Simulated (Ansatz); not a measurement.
## CoSi (Pm-3m): the volume from the results

The reference geometry is a structure from the Materials Project; nothing is relaxed.

Functional, mesh and filling: PBE, 14×14×14 k mesh, Fermi–Dirac smearing of 0.03 eV. PAW means Ansatz 0.2.0 on its default frozen-core files. Site moments are integrated in spheres about the atoms.

The run was typed so:

```yaml
crystal:
  lattice:
    - [2.781334, 0.0, 0.0]
    - [0.0, 2.781334, 0.0]
    - [0.0, 0.0, 2.781334]
  atoms:
    - { symbol: Co, position: [0.0, 0.0, 0.0], spin: 2.0 }
    - { symbol: Si, position: [0.5, 0.5, 0.5] }
magnetization:
  spin_polarized: true
kpoints:
  mp_grid: { grid: [14, 14, 14] }
scf:
  occupations: { method: fermi_dirac, width: 0.03 }
  lower_state_search: "off"
hamiltonian:
  xc: pbe
  pseudopotentials: { kind: paw }
output:
  forces: true
  stress: true
  eigenvalues: true
  populations: true
```

Command: `ansatz run input.yaml --threads 1 --pin off --max-ram 3072MiB --backend cpu --events-out ev --progress --plain --runs-dir out`

The cell is scaled evenly, and every run starts from the same moments. Some of the runs:

```json
{"V/V₀": "0.85", "cell moment (μB)": "0.21", "largest site moment (μB)": "0.21", "F − F(V₀) (meV/atom)": "220", "pressure (GPa)": "49.7"}
{"V/V₀": "1.05", "cell moment (μB)": "0.71", "largest site moment (μB)": "0.71", "F − F(V₀) (meV/atom)": "13", "pressure (GPa)": "-8.1"}
{"V/V₀": "1.18", "cell moment (μB)": "0.81", "largest site moment (μB)": "0.84", "F − F(V₀) (meV/atom)": "151", "pressure (GPa)": "-22.3"}
```

Another run of the series gave cell moment (μB) = 0.44, largest site moment (μB) = 0.44, F − F(V₀) (meV/atom) = 90, pressure (GPa) = 28.6. At which V/V₀ was it made?
A. 1.1
B. 0.72
C. 0.9
D. 0.95
E. 0.8

C. V/V₀ = 0.9.

Another run of the series gave cell moment (μB) = 0.00, largest site moment (μB) = 0.00, F − F(V₀) (meV/atom) = 1027, pressure (GPa) = 148.3. At which V/V₀ was it made?
A. 0.8
B. 0.72
C. 0.95
D. 0.9
E. 1.1

B. V/V₀ = 0.72.

The whole series:

```
V/V₀  cell moment (μB)  largest site moment (μB)  F − F(V₀) (meV/atom)  pressure (GPa)
0.72              0.00                      0.00                  1027           148.3
 0.8              0.08                      0.08                   433            78.4
0.85              0.21                      0.21                   220            49.7
 0.9              0.44                      0.44                    90            28.6
0.95              0.56                      0.55                    22            12.9
   1              0.62                      0.62                     0             0.8
1.05              0.71                      0.71                    13            -8.1
 1.1              0.76                      0.78                    51           -14.5
1.18              0.81                      0.84                   151           -22.3
```

Under strong compression frozen cores are worth checking against an all-electron run. The Ansatz runs typed with the search for lower states off end where their start leads. A run ended with its magnetisation residual over the threshold. The magnetic state is the one that this cell and start allow. It needn't be the compound's measured order, which may need a larger cell or be absent.
